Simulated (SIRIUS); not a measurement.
The system is Zn.

```xyz
2
Lattice="2.6700 0.0000 0.0000 -1.3350 2.3123 0.0000 0.0000 0.0000 4.9660" Properties=species:S:1:pos:R:3 pbc="T T T"
Zn    1.3350    0.7708    3.7245
Zn    0.0000    1.5415    1.2415
```

Base run:

| Item | Value |
| --- | --- |
| Program | SIRIUS 7.10.0 |
| Functional | RPBE |
| Potentials or basis | PseudoDojo 0.4.1 PBE standard (scalar relativistic) |
| Cutoff | 1152 eV |
| Density cutoff | 4606 eV |
| k mesh | 8 × 8 × 4 |
| Occupations | fermi-dirac, width 0.05 eV |
| Spin | no spin polarisation |

Its results: band gap on the k mesh none (metal or under the smearing width); pressure 3.2 GPa.

Q: After a change of settings the same cell gave: band gap on the k mesh none (metal or under the smearing width); pressure 4.3 GPa. Which change was it?
A. functional from RPBE to PBEsol; libxc names from ["XC_GGA_X_RPBE", "XC_GGA_C_PBE"] to ["XC_GGA_X_PBE_SOL", "XC_GGA_C_PBE_SOL"]
B. functional from RPBE to AM05; libxc names from ["XC_GGA_X_RPBE", "XC_GGA_C_PBE"] to ["XC_GGA_X_AM05", "XC_GGA_C_AM05"]
C. functional from RPBE to BLYP; libxc names from ["XC_GGA_X_RPBE", "XC_GGA_C_PBE"] to ["XC_GGA_X_B88", "XC_GGA_C_LYP"]
D. functional from RPBE to SOGGA; libxc names from ["XC_GGA_X_RPBE", "XC_GGA_C_PBE"] to ["XC_GGA_X_SOGGA", "XC_GGA_C_PBE"]

A: C.

Caveats: the potentials were made for another functional, which shifts forces and pressure.
